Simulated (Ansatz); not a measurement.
## Spin–orbit splittings in RbBr

```
Rb Br
1.0
     0.00000    3.42750    3.42750
     3.42750    0.00000    3.42750
     3.42750    3.42750    0.00000
Rb Br
1 1
Direct
  0.00000 0.00000 0.00000
  0.50000 0.50000 0.50000
```

Atom numbers follow the list: Rb1, Br2.

The cell is COD entry 1010048, as deposited and not checked against the literature; nothing was relaxed. It is an old determination, and later ones may differ.

Methods: DFT, PBE, all-electron LAPW, scalar-relativistic (Ansatz 0.2.0); DFT, PBE, all-electron LAPW, Dirac equation with spin-orbit coupling (Ansatz 0.2.0).

The runs use a Γ-centred 7×7×7 k mesh, Fermi–Dirac smearing of 0.03 eV, basis error target 1 meV/atom, no spin polarisation.

Levels between -8 and 5 eV, each run counted from its own valence-band top. Scalar levels are listed once for both spins; with the coupling every spinor state is counted. Levels near the edges of the range can cross them.

(1) At Γ (0.000, 0.000, 0.000) the scalar-relativistic levels are 0.00 (×3), 4.36. What are they with spin–orbit coupling?

(2) At U (0.625, 0.250, 0.625) the scalar-relativistic levels are -0.49, -0.41, -0.26. What are they with spin–orbit coupling?

(3) At L (0.500, 0.500, 0.500) the scalar-relativistic levels are -0.99, -0.35 (×2). What are they with spin–orbit coupling?

(4) Without the coupling the gap is 4.36 eV, direct at Γ. And with it?

## Answers

(1) -0.50 (×2), 0.00 (×4), 4.20 (×2).

(2) -0.85 (×2), -0.48 (×2), -0.33 (×2).

(3) -1.22 (×2), -0.60 (×2), -0.37 (×2).

(4) 4.20 eV, direct at Γ.
